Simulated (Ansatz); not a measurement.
# ZnS (Wurtzite-4H) (P6_3mc) in Ansatz: settings compared

One crystal, ZnS (Wurtzite-4H), is run at these levels: BLYP, PBE, PBE+D4, PBEsol+D4; tasks: relaxation of cell and atoms, single point.

All numbers are computed with Ansatz 0.2.0; they aren't measurements. Logs are shortened: lines on timing, memory, paths and dates and some standing lists are left out, and cuts for length are marked.

## (1) The crystal as given

It takes space group P6_3mc (No. 186, hexagonal). The conventional cell has a = 3.823 Å, b = 3.823 Å, c = 12.520 Å, α = 90.00°, β = 90.00°, γ = 120.00°. Zn (site symmetry 3m) is surrounded by 4 S at 2.34 to 2.35 Å. Zn (site symmetry 3m) is surrounded by 4 S at 2.34 to 2.35 Å. Around S (site symmetry 3m) lie 4 Zn at 2.34 to 2.35 Å. Around S (site symmetry 3m) lie 4 Zn at 2.34 to 2.35 Å.

## (2) Relaxation of cell and atoms, BLYP

File input.yaml:

```yaml
crystal:
  lattice:
    - [3.8227, 0.0, 0.0]
    - [-1.91135, 3.310555311, 0.0]
    - [0.0, 0.0, 12.52]
  atoms:
    - { symbol: Zn, position: [0.6666666667, 0.3333333333, 0.75] }
    - { symbol: Zn, position: [0.3333333333, 0.6666666667, 0.25] }
    - { symbol: Zn, position: [0.0, 0.0, 0.5] }
    - { symbol: Zn, position: [0.0, 0.0, 0.0] }
    - { symbol: S, position: [0.6666666667, 0.3333333333, 0.9375] }
    - { symbol: S, position: [0.3333333333, 0.6666666667, 0.4375] }
    - { symbol: S, position: [0.0, 0.0, 0.6875] }
    - { symbol: S, position: [0.0, 0.0, 0.1875] }
hamiltonian:
  xc: blyp
  pseudopotentials: { kind: paw }
kpoints:
  mp_grid: { grid: [8, 8, 3] }
scf:
  occupations: { method: fermi_dirac, width: 0.05 }
output:
  forces: true
  stress: true
  eigenvalues: true
  write_density: true
  write_potential: true
  elf: true
  volumetric_format: npy
relax:
  f_tol: 0.01
  max_steps: 40
  cell: { stress_tol: 0.05 }
```

Potentials or basis: Ansatz PAW.

The run is started by

```console
$ ansatz run input.yaml --threads 4 --pin off --max-ram 11264MiB --backend cpu --events-out ev --progress --plain --runs-dir out
```

Output:

```text
Warning: RAYON_NUM_THREADS=4 ignored (pool sized by the plan → 4); use --threads N
Engine: ansatz 0.2.0, x86_64-unknown-linux-gnu
Pseudopotentials: kind: paw
Pseudopotential: Zn, paw, valence charge 12, recommended cutoff 420 eV (normal), Zn.paw.azcp
Pseudopotential: S, paw, valence charge 6, recommended cutoff 420 eV (normal), S.paw.azcp
Functional definition: BLYP
  parameter beta = 0.0042
  parameter a = 0.04918
  parameter b = 0.132
  parameter c = 0.2533
  parameter d = 0.349
  exchange = b88_x(beta = beta)
  correlation = lyp_c(a = a, b = b, c = c, d = d)
Crystal: 8 atoms, lattice volume = 158.444 Å³
Basis set: ecut = 420 eV, 3077 PW (Γ), exchange–correlation on 54×54×180 points (8 copies of the dense FFT grid, shifted against one another)
Bands: 44, of which v1, the nominal top of the filled ones, is band 36 counted from 1 (35 counted from 0)
Symmetry: 12 space group operations
Space group: P63mc (ITA 186), of the structure as read, at distance tolerance 5.4e-5 Å
k-points: 20 of 192 (time reversal used)
Non-local potential: Zn, projectors of the file, l = 0: 2, l = 1: 2, l = 2: 3, l = 3: 1
Non-local potential: S, projectors of the file, l = 0: 2, l = 1: 2, l = 2: 2
PAW form: soft (Blöchl's): semilocal exchange-correlation on the pseudo side does not see the compensation charge
PAW frozen core: Zn, regenerated for the run's functional, and the local potential with it (the file was generated under x = pbe(κ = 0.804, μ = 0.2195149727645171), c = pbe(β = 0.06672455060314922))
PAW frozen core: S, regenerated for the run's functional, and the local potential with it (the file was generated under x = pbe(κ = 0.804, μ = 0.2195149727645171), c = pbe(β = 0.06672455060314922))
PAW one-centre angular grid: Zn, 590 points (default); XC on 64 Gauss nodes
PAW one-centre angular grid: S, 110 points (default); XC on 64 Gauss nodes
Initial density: superposition of atomic densities (neutral atoms: chi_scale 0, normalization atom), corrected by the library's trained network
Initial wavefunctions: pseudopotential atomic-orbital guess
Functional: x = b88, c = lyp
SCF iter   1: F=—  HF=-16947.236941 eV  |F-HF|=—  |Δ(HF+E_count)|=         —  Δρ=6.04e-3  dr2=6.80e-2  ethr=1.77e-3  ⟨swp⟩=9.5  Hψ=4073  notcnv=0
preconditioner: auto → Resta (q_TF=auto, 2.392 Å⁻¹)  ε∞=6.4  [insulator: Δε(μ)=2.155 eV  Ē_g=10.725 eV  σ=0.050 eV  W_gap=1.00  n_scr=38 (ndim 8)  ℏωp=25.0 eV  f_vac=0.034  D(μ)=0.00/eV (n_scr^D=0)  ε∞_Penn≈6.4]
SCF iter   2: F=—  HF=-16947.217751 eV  |F-HF|=—  |Δ(HF+E_count)|=   1.92e-2  Δρ=2.60e-3  dr2=1.31e-2  ethr=9.44e-5  ⟨swp⟩=2.2  Hψ=1542  notcnv=0  defer=42
SCF iter   3: F=—  HF=-16947.213475 eV  |F-HF|=—  |Δ(HF+E_count)|=   4.28e-3  Δρ=9.53e-4  dr2=1.04e-3  ethr=1.82e-5  ⟨swp⟩=2.0  Hψ=1534  notcnv=0  defer=42
SCF iter   4: F=—  HF=-16947.213314 eV  |F-HF|=—  |Δ(HF+E_count)|=   1.61e-4  Δρ=5.05e-4  dr2=4.56e-4  ethr=1.44e-6  ⟨swp⟩=2.0  Hψ=1465  notcnv=0  defer=42
SCF iter   5: F=—  HF=-16947.213096 eV  |F-HF|=—  |Δ(HF+E_count)|=   2.18e-4  Δρ=1.61e-4  dr2=2.59e-5  ethr=6.33e-7  ⟨swp⟩=2.0  Hψ=1465  notcnv=0  defer=42
SCF iter   6: F=—  HF=-16947.213016 eV  |F-HF|=—  |Δ(HF+E_count)|=   7.96e-5  Δρ=3.10e-5  dr2=1.68e-6  ethr=3.60e-8  ⟨swp⟩=2.0  Hψ=1452  notcnv=0  defer=42
SCF iter   7: F=—  HF=-16947.213016 eV  |F-HF|=—  |Δ(HF+E_count)|=   1.46e-7  Δρ=1.32e-5  dr2=1.81e-7  ethr=2.34e-9  ⟨swp⟩=2.0  Hψ=1483  notcnv=0  defer=42
SCF iter   8: F=-16947.213016 eV  HF=-16947.213017 eV  |F-HF|=8.10e-8  |Δ(HF+E_count)|=   1.62e-7  Δρ=6.55e-6  dr2=3.95e-8  ethr=1.39e-10  ⟨swp⟩=13.1  Hψ=6447  notcnv=0
SCF 1 converged in 8 iterations: F = -16947.213016 eV  dr2 = 3.95e-8
relax step   1: F+E_penalty+E_count = -16947.21301642 eV  Δ(F+E_penalty+E_count) = +0.000e0 eV  max|allowed force component| = 5.140e-2 eV/Å  Δτ_max = 0.0000 Å  P = +5.127 GPa  Ω = 158.444 Å³  (8 SCF iters, dr2 threshold 1.00e-7 eV, accepted)
Crystal: 8 atoms, lattice volume = 165.199 Å³
Basis set: ecut = 420 eV, 3259 PW (Γ), exchange–correlation on 54×54×180 points (8 copies of the dense FFT grid, shifted against one another)
Initial density: handed on by an earlier stage of this run
Initial wavefunctions: those handed on with the density
iter 1 solved again at ethr=1.13e-5 eV; its pass at ethr=3.10e-3 eV (dr2=8.13e-3 eV) is discarded
SCF iter   1: F=—  HF=-16947.361218 eV  |F-HF|=—  |Δ(HF+E_count)|=         —  Δρ=1.89e-3  dr2=7.95e-3  ethr=1.13e-5  ⟨swp⟩=1.4  Hψ=4921  notcnv=0
preconditioner: auto → Resta (q_TF=auto, 2.376 Å⁻¹)  ε∞=6.4  [insulator: Δε(μ)=1.895 eV  Ē_g=10.505 eV  σ=0.050 eV  W_gap=1.00  n_scr=38 (ndim 8)  ℏωp=24.5 eV  f_vac=0.053  D(μ)=0.00/eV (n_scr^D=0)  ε∞_Penn≈6.4]
[... 25 lines left out ...]
SCF iter   2: F=—  HF=-16947.388072 eV  |F-HF|=—  |Δ(HF+E_count)|=   1.97e-4  Δρ=9.41e-5  dr2=1.84e-5  ethr=8.36e-8  ⟨swp⟩=2.7  Hψ=1546  notcnv=0
SCF iter   3: F=—  HF=-16947.388068 eV  |F-HF|=—  |Δ(HF+E_count)|=   3.89e-6  Δρ=2.20e-5  dr2=1.30e-6  ethr=2.55e-8  ⟨swp⟩=2.5  Hψ=1422  notcnv=0
SCF iter   4: F=—  HF=-16947.388068 eV  |F-HF|=—  |Δ(HF+E_count)|=   1.75e-7  Δρ=1.40e-5  dr2=2.29e-7  ethr=1.81e-9  ⟨swp⟩=2.0  Hψ=1520  notcnv=0
SCF iter   5: F=-16947.388068 eV  HF=-16947.388068 eV  |F-HF|=2.82e-8  |Δ(HF+E_count)|=   7.59e-8  Δρ=5.75e-6  dr2=3.71e-8  ethr=1.64e-10  ⟨swp⟩=10.7  Hψ=6955  notcnv=0
SCF 4 converged in 5 iterations: F = -16947.388068 eV  dr2 = 3.71e-8
relax step   4: F+E_penalty+E_count = -16947.38806831 eV  Δ(F+E_penalty+E_count) = -2.226e-4 eV  max|allowed force component| = 7.721e-3 eV/Å  Δτ_max = 0.0012 Å  P = -0.004 GPa  Ω = 170.341 Å³  energy of the carried Pulay correction = -3.248e-3 eV  (5 SCF iters, dr2 threshold 1.18e-7 eV, accepted)
Initial wavefunctions: pseudopotential atomic-orbital guess (no wavefunctions were taken with the density)
iter 1 solved again at ethr=2.07e-7 eV; its pass at ethr=3.10e-3 eV (dr2=1.49e-4 eV) is discarded
SCF iter   1: F=—  HF=-16947.375091 eV  |F-HF|=—  |Δ(HF+E_count)|=         —  Δρ=5.61e-4  dr2=1.49e-5  ethr=2.07e-7  ⟨swp⟩=3.0  Hψ=6361  notcnv=0
preconditioner: auto → Resta (q_TF=auto, 2.364 Å⁻¹)  ε∞=6.4  [insulator: Δε(μ)=1.770 eV  Ē_g=10.372 eV  σ=0.050 eV  W_gap=1.00  n_scr=38 (ndim 8)  ℏωp=24.1 eV  f_vac=0.052  D(μ)=0.00/eV (n_scr^D=0)  ε∞_Penn≈6.4]
SCF iter   2: F=—  HF=-16947.386816 eV  |F-HF|=—  |Δ(HF+E_count)|=   1.17e-2  Δρ=2.93e-4  dr2=8.94e-6  ethr=2.08e-8  ⟨swp⟩=2.0  Hψ=1600  notcnv=0
SCF iter   3: F=—  HF=-16947.390912 eV  |F-HF|=—  |Δ(HF+E_count)|=   4.10e-3  Δρ=7.15e-5  dr2=5.35e-7  ethr=1.24e-8  ⟨swp⟩=2.0  Hψ=1600  notcnv=0
SCF iter   4: F=—  HF=-16947.391165 eV  |F-HF|=—  |Δ(HF+E_count)|=   2.53e-4  Δρ=5.06e-6  dr2=2.88e-8  ethr=7.42e-10  ⟨swp⟩=2.0  Hψ=1600  notcnv=0
SCF iter   5: F=—  HF=-16947.391165 eV  |F-HF|=—  |Δ(HF+E_count)|=   2.12e-8  Δρ=2.57e-6  dr2=2.71e-9  ethr=4.00e-11  ⟨swp⟩=2.0  Hψ=1530  notcnv=0
SCF iter   6: F=—  HF=-16947.391165 eV  |F-HF|=—  |Δ(HF+E_count)|=   3.97e-8  Δρ=1.50e-6  dr2=6.28e-10  ethr=3.77e-12  ⟨swp⟩=2.0  Hψ=1600  notcnv=0
SCF iter   7: F=-16947.391165 eV  HF=-16947.391165 eV  |F-HF|=8.37e-11  |Δ(HF+E_count)|=   9.54e-8  Δρ=1.27e-7  dr2=3.09e-11  ethr=1.00e-12  ⟨swp⟩=4.5  Hψ=4672  notcnv=0
SCF 5 converged in 7 iterations: F = -16947.391165 eV  dr2 = 3.09e-11
relax step   5: F+E_penalty+E_count = -16947.39116489 eV  Δ(F+E_penalty+E_count) = -3.097e-3 eV  max|allowed force component| = 7.728e-3 eV/Å  Δτ_max = 0.0000 Å  P = -0.007 GPa  Ω = 170.341 Å³  stress off target by 1.48e-2 GPa  SCF on the basis re-selected at this cell (its energy is not comparable with the rows above)  (7 SCF iters)
basis re-selected at this cell: Δ(F+E_penalty+E_count) = -3.097e-3 eV, ΔP = -0.003 GPa vs the last step (what re-selecting the basis moved, of the pressure what is left beyond the Pulay correction that the steps carried, after the strain that the cell walked since its last selection, with what the two solves' SCF thresholds leave and, on support functions, any second-order correction that the steps lacked; it is no measure of the basis error at this ecutwfc). This SCF's stress stands 1.48e-2 GPa from its target on what of the cell is left free (relax.cell.stress_tol is 5.00e-2 GPa) and its largest allowed force component is 7.73e-3 eV/Å (relax.f_tol is 1.00e-2 eV/Å): within both
SCF converged after 7 iterations
Free energy (F): -16947.391165 eV
Harris-Foulkes:  -16947.391165 eV  (|F-HF|=8.37e-11)
Internal energy: -16947.391165 eV  (E = F + TS)
E sigma→0 (E₀):  -16947.391165 eV
Fermi energy:    6.127280 eV
--- Per-component energies (eV) ---
  E_band       = -9.511233
  E_kinetic    = 952.180865
  E_local      = -8369.000465  (includes V_loc(G=0)·N_el)
  E_nonlocal   = 2566.208910
  E_hartree    = 3498.507651
  E_xc         = -926.757106
  E_vxc        = -541.822374  (∫ρ·V_xc dr)
  E_paw        = -9783.741779  (= ΣΔE_a)
  E_vpaw       = -1614.091906  (= ΣTr[D̂ρ^β])
  E_aug_tail   = -0.001401  (compensation charges beyond the density's cutoff)
  E_ewald      = -4884.596468
  E_core_change = -0.191372  (= ΣΔE_core)
  E_smearing   = -0.000000  (= −TS)
  E_closure    = 0.000000  (closes the sum)
  Σ components = -16947.391165   (vs F -16947.391165, Δ=0.00e0)
--- Forces (eV/Å), atoms counted from 1 ---
  atom   1  Zn    -0.00000000     0.00000000    -0.00483752
  atom   2  Zn     0.00000000    -0.00000000    -0.00483752
  atom   3  Zn    -0.00000000     0.00000000    -0.00713675
  atom   4  Zn     0.00000000    -0.00000000    -0.00713675
  atom   5  S     -0.00000000     0.00000000     0.00424417
  atom   6  S      0.00000000    -0.00000000     0.00424417
  atom   7  S      0.00000000    -0.00000000     0.00772717
  atom   8  S     -0.00000000     0.00000000     0.00772717
  max |Σ_I F_I| component: 5.87e-6 eV/Å
--- Stress (GPa, compression-positive) ---
       -0.014794       0.000000       0.000000
        0.000000      -0.014794       0.000000
        0.000000       0.000000       0.007630
  P = ⅓ Tr σ = -0.0073 GPa (-0.073 kbar)
--- Band table (eV; the first three rows and the last of 20) ---
  k-point 0: bands = ["-7.4381", "-7.0835", "-7.0711", "-6.6572", "-0.9749", "-0.9691", "-0.9691", "-0.9362", "-0.9362", "-0.9168", "-0.9168", "-0.9143", "-0.9013", "-0.8868", "-0.8868", "-0.5941", "-0.5941", "-0.5888", "-0.5888", "-0.5649", "-0.5649", "-0.5527", "-0.5527", "-0.4054", "0.4188", "2.5116", "2.5324", "4.4387", "4.4387", "4.7924", "4.7924", "4.8025", "4.8025", "5.1629", "5.2008", "5.2008", "6.9719", "8.2325", "8.3374", "8.5451", "11.5984", "11.5984", "11.7153", "11.9003"]
  k-point 1: bands = ["-7.3926", "-7.2640", "-6.8760", "-6.7178", "-0.9727", "-0.9635", "-0.9635", "-0.9581", "-0.9489", "-0.9489", "-0.9048", "-0.9048", "-0.8917", "-0.8917", "-0.7888", "-0.5927", "-0.5927", "-0.5901", "-0.5901", "-0.5793", "-0.5619", "-0.5619", "-0.5558", "-0.5558", "0.7921", "1.5648", "3.5703", "4.4848", "4.4848", "4.5897", "4.6136", "4.6136", "4.9923", "4.9923", "5.1434", "5.1434", "7.4655", "8.1324", "8.2793", "8.4102", "11.5119", "11.5901", "11.6739", "11.6739"]
  k-point 2: bands = ["-7.3485", "-7.0105", "-6.9980", "-6.6086", "-0.9683", "-0.9590", "-0.9520", "-0.9334", "-0.9226", "-0.9153", "-0.8959", "-0.8940", "-0.8843", "-0.8689", "-0.8618", "-0.6062", "-0.6003", "-0.5900", "-0.5823", "-0.5765", "-0.5658", "-0.5622", "-0.5481", "-0.3822", "0.5419", "2.4477", "2.4712", "3.7668", "4.1936", "4.2307", "4.2591", "4.4127", "4.6300", "4.6367", "5.0488", "5.0895", "7.7653", "8.8745", "8.9050", "9.1269", "11.0668", "11.1684", "11.4183", "11.8369"]
  k-point 19: bands = ["-6.5226", "-6.4995", "-6.4409", "-6.4218", "-0.8937", "-0.8935", "-0.8345", "-0.8237", "-0.7999", "-0.7982", "-0.7705", "-0.7486", "-0.6631", "-0.6608", "-0.6304", "-0.6154", "-0.5934", "-0.5879", "-0.5688", "-0.5573", "-0.3768", "-0.3558", "-0.3212", "-0.3070", "0.8275", "0.8797", "1.0321", "1.0889", "2.3685", "2.4395", "2.9242", "3.0602", "3.3171", "3.6442", "3.9236", "3.9269", "9.6034", "9.7073", "9.8663", "10.2568", "10.9646", "10.9677", "11.5975", "11.8987"]
--- Relaxed structure (4 steps of the walk, 4 accepted, 1 SCFs on fresh bases) ---
  F+E_penalty+E_count = -16947.39116489 eV   max|allowed force component| = 7.728e-3 eV/Å   (the final SCF, on the basis selected at the relaxed cell)
  cell:  # Å, volume = 170.3408 Å³
    - [3.916366080440256, 0.0, 0.0]
    - [-1.958183040220128, 3.391672516180952, 0.0]
    - [0.0, 2.9707202564888326e-34, 12.823941138612957]
  atoms:
    - { symbol: Zn, position: [0.6666666666666666, 0.3333333333333332, 0.7500620742125578] }
    - { symbol: Zn, position: [0.33333333333333326, 0.6666666666666666, 0.2500620742125578] }
    - { symbol: Zn, position: [-1.3256469816513776e-34, -1.9270612756536566e-34, 0.5001715502342485] }
    - { symbol: Zn, position: [1.2388884134665408e-34, -1.248347870391991e-34, 0.00017155023424864492] }
    - { symbol: S, position: [0.6666666666666666, 0.3333333333333332, 0.9375807347973636] }
    - { symbol: S, position: [0.33333333333333326, 0.6666666666666666, 0.4375807347973637] }
    - { symbol: S, position: [1.42003289934242e-34, -9.198990617742927e-34, 0.6871856407558299] }
    - { symbol: S, position: [-1.4743163409501077e-34, 6.508376761169899e-34, 0.18718564075582997] }
```

It took 27 s on 4 threads of Intel Xeon at 2.70GHz, shared host; peak memory 0.6 GiB.

What came out:

```
Free energy                            : -16947.3912 eV
Relaxed volume                         : 21.29 Å³/atom
Relaxed cell                           : a = 3.916 Å, b = 3.916 Å, c = 12.824 Å, α = 90.00°, β = 90.00°, γ = 120.00°
Space group after relaxing (to 0.05 Å) : P6_3mc (No. 186)
Energy gained by relaxing              : 22.3 meV/atom
Ionic steps                            : 5
Pressure after relaxing                : 0.0 GPa
Largest force after relaxing           : 0.008 eV/Å
Band gap on the k mesh                 : 1.77 eV, direct
```

Forces on the atoms (eV/Å):
```
Zn   0.000  0.000 -0.005
Zn   0.000  0.000 -0.005
Zn   0.000  0.000 -0.007
Zn   0.000  0.000 -0.007
S    0.000  0.000  0.004
S    0.000  0.000  0.004
S    0.000  0.000  0.008
S    0.000  0.000  0.008
```

Step by step:
```
step  energy change (eV)  largest force (eV/Å)  volume (Å³)
   1              0.0000                0.0514       158.44
   2             -0.1456                0.0168       165.20
   3             -0.1748                0.0047       169.73
   4             -0.1751                0.0077       170.34
   5             -0.1781                0.0077       170.34
```

Final structure:
```
Zn S
1.0
     3.91637    0.00000    0.00000
    -1.95818    3.39167    0.00000
     0.00000    0.00000   12.82394
Zn S
4 4
Cartesian
  1.9582 1.1306 9.6188
  0.0000 2.2611 3.2068
  0.0000 0.0000 6.4142
  0.0000 0.0000 0.0022
  1.9582 1.1306 12.0235
  0.0000 2.2611 5.6115
  0.0000 0.0000 8.8124
  0.0000 0.0000 2.4005
```

Levels at points of the mesh, in eV from the valence-band top:
```tsv
k point	band 33	band 34	band 35	band 36	band 37	band 38	band 39	band 40
(0.00, 0.00, 0.00)	-0.40	-0.04	0.00	0.00	1.77	3.03	3.14	3.34
(0.00, -0.50, 0.00)	-1.39	-1.38	-0.96	-0.76	3.23	3.43	3.82	4.36
```

Caveat: odd divisions of the mesh miss points on the zone boundary, where band edges often lie, so the gap on the mesh can be too wide; the plane-wave basis is chosen anew once the cell has moved, so the energies of steps on either side of that aren't comparable; the PAW data sets come from PBE, with cores solved anew for the run's functional, which leaves a small shift of forces and pressure. Zero-point motion and thermal expansion aren't in these numbers.

[end of part 1 of 2]
